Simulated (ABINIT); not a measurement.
# Si (Pm-3m) in ABINIT: convergence with pawecutdg

Aim: find how far pawecutdg must go before the results for Si settle, at BLYP. This setting moves, with any that are tied to it; all else stays.

Everything below comes from runs of ABINIT 10.8.3 (patched build). Logs are shortened: lines on timing, memory, paths and dates and some standing lists are left out, and cuts for length are marked. The log counts tension as positive stress, the text compression.

### Step 1. Starting point

The structure is cubic, space group Pm-3m (No. 221). The conventional cell has a = 2.532 Å, b = 2.532 Å, c = 2.532 Å, α = 90.00°, β = 90.00°, γ = 90.00°. Si (site symmetry m-3m) has 6 Si at 2.53 Å as nearest neighbours.

The cell was built by a generator and needn't be a form met in nature.

### Step 2. With pawecutdg 15.5

The input, run.abi:

```
# Pseudopotentials
pp_dirpath "./"
pseudos "Si.GGA_PBE-JTH.xml"

# Structure
acell 3*1.0 Angstrom
rprim
     2.5321100000     0.0000000000     0.0000000000
     0.0000000000     2.5321100000     0.0000000000
     0.0000000000     0.0000000000     2.5321100000
ntypat 1
znucl 14
natom 1
typat 1
xred
     0.5000000000     0.5000000000     0.5000000000

# Plane-wave basis
ecut 15.0
pawecutdg 15.5
pawxcdev 0

# k points
kptopt 1
ngkpt 10 10 10
nshiftk 1
shiftk 0.0 0.0 0.0

# Exchange and correlation
ixc -106131

# Bands and occupations
nband 6
occopt 3
tsmear 0.05 eV

# SCF cycle
nstep 100
tolvrs 1.0e-9

# Output
iomode 3
prtwf 0
prtden 0
prteig 0
prtebands 0
enunit 1
```

Potentials or basis: JTH PAW PBE v2.0.

Command:

```
abinit run.abi > log 2>&1
```

It took 3.5 s on 1 thread of Arm Neoverse V1, shared host; peak memory 0.07 GiB.

It converged, with:

```yaml
Free_energy: -107.2299 eV
Pressure: 6.5 GPa
Band_gap_on_the_k_mesh: none (metal or under the smearing width)
Valence_electrons_inside_the_program's_atomic_spheres: Si 1.53 (radii [1.0104] Å)
```

### Step 3. With pawecutdg 18

run.abi: that of step 2 with these lines changed.

```diff
@@ -19,3 +19,3 @@
 ecut 15.0
-pawecutdg 15.5
+pawecutdg 18.0
 pawxcdev 0
```

Potentials or basis: JTH PAW PBE v2.0.

Command:

```
abinit run.abi > log 2>&1
```

Run time: 3.5 s. Hardware: 1 thread of Arm Neoverse V1, shared host; peak memory 0.07 GiB.

The run converged. Its results:

| Property | Result |
| --- | --- |
| Free energy | -107.2300 eV |
| Pressure | 6.7 GPa |
| Band gap on the k mesh | none (metal or under the smearing width) |
| Valence electrons inside the program's atomic spheres | Si 1.51 (radii [1.0104] Å) |

### Step 4. With pawecutdg 22.5

run.abi: that of step 3 with these lines changed.

```diff
@@ -19,3 +19,3 @@
 ecut 15.0
-pawecutdg 18.0
+pawecutdg 22.5
 pawxcdev 0
```

Command:

```
abinit run.abi > log 2>&1
```

It took 3.5 s on 1 thread of Arm Neoverse V1, shared host; peak memory 0.07 GiB.

The run converged. Its results:

```yaml
Free_energy: -107.2272 eV
Pressure: 6.5 GPa
Band_gap_on_the_k_mesh: none (metal or under the smearing width)
Valence_electrons_inside_the_program's_atomic_spheres: Si 1.56 (radii [1.0104] Å)
```

### Step 5. With pawecutdg 27

run.abi: that of step 4 with these lines changed.

```diff
@@ -19,3 +19,3 @@
 ecut 15.0
-pawecutdg 22.5
+pawecutdg 27.0
 pawxcdev 0
```

Command:

```
abinit run.abi > log 2>&1
```

Run time: 3.5 s. Hardware: 1 thread of Arm Neoverse V1, shared host; peak memory 0.07 GiB.

The run converged. Its results:

```
Free energy                                           : -107.2272 eV
Pressure                                              : 6.6 GPa
Band gap on the k mesh                                : none (metal or under the smearing width)
Valence electrons inside the program's atomic spheres : Si 1.56 (radii [1.0104] Å)
```

### Step 6. With pawecutdg 33

run.abi: that of step 5 with these lines changed.

```diff
@@ -19,3 +19,3 @@
 ecut 15.0
-pawecutdg 27.0
+pawecutdg 33.0
 pawxcdev 0
```

Potentials or basis: JTH PAW PBE v2.0.

Command:

```
abinit run.abi > log 2>&1
```

Wall time 3.6 s (1 thread of Arm Neoverse V1, shared host); peak memory 0.07 GiB.

It converged, with:

| Quantity | Value |
| --- | --- |
| Free energy | -107.2265 eV |
| Pressure | 6.6 GPa |
| Band gap on the k mesh | none (metal or under the smearing width) |
| Valence electrons inside the program's atomic spheres | Si 1.53 (radii [1.0104] Å) |

### Step 7. With pawecutdg 40.5

run.abi: that of step 6 with these lines changed.

```diff
@@ -19,3 +19,3 @@
 ecut 15.0
-pawecutdg 33.0
+pawecutdg 40.5
 pawxcdev 0
```

Command:

```
abinit run.abi > log 2>&1
```

Run time: 3.6 s. Hardware: 1 thread of Arm Neoverse V1, shared host; peak memory 0.07 GiB.

Results (log left out):

```yaml
Free_energy: -107.2261 eV
Pressure: 6.6 GPa
Band_gap_on_the_k_mesh: none (metal or under the smearing width)
Valence_electrons_inside_the_program's_atomic_spheres: Si 1.52 (radii [1.0104] Å)
```

### Step 8. With pawecutdg 49.5

run.abi: that of step 7 with these lines changed.

```diff
@@ -19,3 +19,3 @@
 ecut 15.0
-pawecutdg 40.5
+pawecutdg 49.5
 pawxcdev 0
```

Potentials or basis: JTH PAW PBE v2.0.

Command:

```
abinit run.abi > log 2>&1
```

run.abo:

```text
.Version 10.8.3 of ABINIT
 Symmetries : space group Pm -3 m (#221); Bravais cP (primitive cubic)
================================================================================
 Values of the parameters that define the memory need of the present run
     intxc =       0    ionmov =       0      iscf =      17    lmnmax =       8
     lnmax =       4     mgfft =      18  mpssoang =       2    mqgrid =    3001
     natom =       1  nloc_mem =       2    nspden =       1   nspinor =       1
    nsppol =       1      nsym =      48    n1xccc =       1    ntypat =       1
    occopt =       3   xclevel =       2
       mpw =         313          nfft =        5832          nkpt =          56
 PAW method is used; the additional fine FFT grid is defined by:
   mgfftf=        32    nfftf =     32768
================================================================================
================================================================================

--------------------------------------------------------------------------------
------------- Echo of variables that govern the present computation ------------
--------------------------------------------------------------------------------
 -outvars: echo values of preprocessed input variables --------
            acell      1.8897261259E+00  1.8897261259E+00  1.8897261259E+00 Bohr
              amu      2.80855000E+01
             ecut      1.50000000E+01 Hartree
           enunit           1
                       outvar_i_n : Printing only first  50 k-points.
              ixc     -106131
                       outvar_i_n : Printing only first  50 k-points.
         kptrlatt       10    0    0      0   10    0      0    0   10
          kptrlen      4.78499442E+01
            natom           1
            nband           6
            ngfft          18      18      18
          ngfftdg          32      32      32
             nkpt          56
            nstep         100
             nsym          48
           ntypat           1
                       prtocc : prtvol=0, do not print more k-points.
           occopt           3
        pawecutdg      4.95000000E+01 Hartree
         pawxcdev           0
           prtden           0
[... 149 lines left out ...]
hartree             :  7.63991878751395E-02
xc                  : -2.39654130905835E+00
Ewald energy        : -4.74365857936691E+00
psp_core            :  1.72777045107284E-01
local_psp           : -4.70350733409270E-01
PAW spherical_terms :  1.89788296750880E+00
internal            : -3.94042053692684E+00
'-kT*entropy'       : -4.61083710944611E-05
total_energy        : -3.94046664529794E+00
total_energy_eV     : -1.07225559874607E+02
...

--- !EnergyTermsDC
iteration_state     : {dtset: 1, }
comment             : '"Double-counting" decomposition of free energy'
band_energy         :  4.16234597912351E-01
Ewald energy        : -4.74365857936691E+00
psp_core            :  1.72777045107284E-01
xc_dc               : -7.73998760455843E-01
PAW spherical_terms :  9.88203849404703E-01
internal            : -3.94044184739842E+00
'-kT*entropy'       : -4.61083710944611E-05
total_energy_dc     : -3.94048795576951E+00
total_energy_dc_eV  : -1.07226139762080E+02
...

--- !EnergyTermsWithPAWCore
iteration_state     : {dtset: 1, }
comment             : 'Components of total free energy, including PAW core contributions'
Total energy        : -2.90149050251298E+02
Total energy DC     : -2.90149071561770E+02
Total energy (eV)   : -7.89535787529263E+03
Total energy DC (eV): -7.89535845518011E+03
...

 Cartesian components of stress tensor (hartree/bohr^3)
  sigma(1 1)= -2.23608250E-04  sigma(3 2)=  0.00000000E+00
  sigma(2 2)= -2.23608250E-04  sigma(3 1)=  0.00000000E+00
  sigma(3 3)= -2.23608250E-04  sigma(2 1)=  0.00000000E+00

-Cartesian components of stress tensor (GPa)         [Pressure=  6.5788E+00 GPa]
- sigma(1 1)= -6.57878184E+00  sigma(3 2)=  0.00000000E+00
- sigma(2 2)= -6.57878184E+00  sigma(3 1)=  0.00000000E+00
- sigma(3 3)= -6.57878184E+00  sigma(2 1)=  0.00000000E+00

== END DATASET(S) ==============================================================
================================================================================

 -outvars: echo values of variables after computation  --------
            acell      1.8897261259E+00  1.8897261259E+00  1.8897261259E+00 Bohr
           etotal     -3.9404879558E+00
            fcart     -0.0000000000E+00 -0.0000000000E+00 -0.0000000000E+00
            rprim      2.5321100000E+00  0.0000000000E+00  0.0000000000E+00
                       0.0000000000E+00  2.5321100000E+00  0.0000000000E+00
                       0.0000000000E+00  0.0000000000E+00  2.5321100000E+00
           strten     -2.2360824982E-04 -2.2360824982E-04 -2.2360824982E-04
                       0.0000000000E+00  0.0000000000E+00  0.0000000000E+00
           xangst      1.2660550000E+00  1.2660550000E+00  1.2660550000E+00
             xred      5.0000000000E-01  5.0000000000E-01  5.0000000000E-01
 Calculation completed.
```

It took 3.6 s on 1 thread of Arm Neoverse V1, shared host; peak memory 0.07 GiB.

Results:

```yaml
Free_energy: -107.2261 eV
Pressure: 6.6 GPa
Band_gap_on_the_k_mesh: none (metal or under the smearing width)
Valence_electrons_inside_the_program's_atomic_spheres: Si 1.53 (radii [1.0104] Å)
```

### Step 9. Summary

| pawecutdg | energy less the tightest run, at zero smearing (meV/atom) | pressure (GPa) | SCF cycles | CPU time (s) | peak memory (GiB) |
| --- | --- | --- | --- | --- | --- |
| 15.5 | -3.72 | 6.47 | 8 | 3.5 | 0.07 |
| 18 | -3.87 | 6.73 | 8 | 3.5 | 0.07 |
| 22.5 | -1.10 | 6.53 | 8 | 3.5 | 0.07 |
| 27 | -1.04 | 6.63 | 8 | 3.5 | 0.07 |
| 33 | -0.35 | 6.56 | 8 | 3.5 | 0.07 |
| 40.5 | 0.04 | 6.58 | 8 | 3.6 | 0.07 |
| 49.5 | 0.00 | 6.58 | 8 | 3.6 | 0.07 |

Against the tightest run, the energy stays within 1 meV/atom from 33 on; the pressure stays within 0.1 GPa from 22.5 on. The tightest run that finished is the yardstick and may itself not be fully converged.

Caveats: the PAW data sets were made with another functional, which shifts forces and pressure a little.
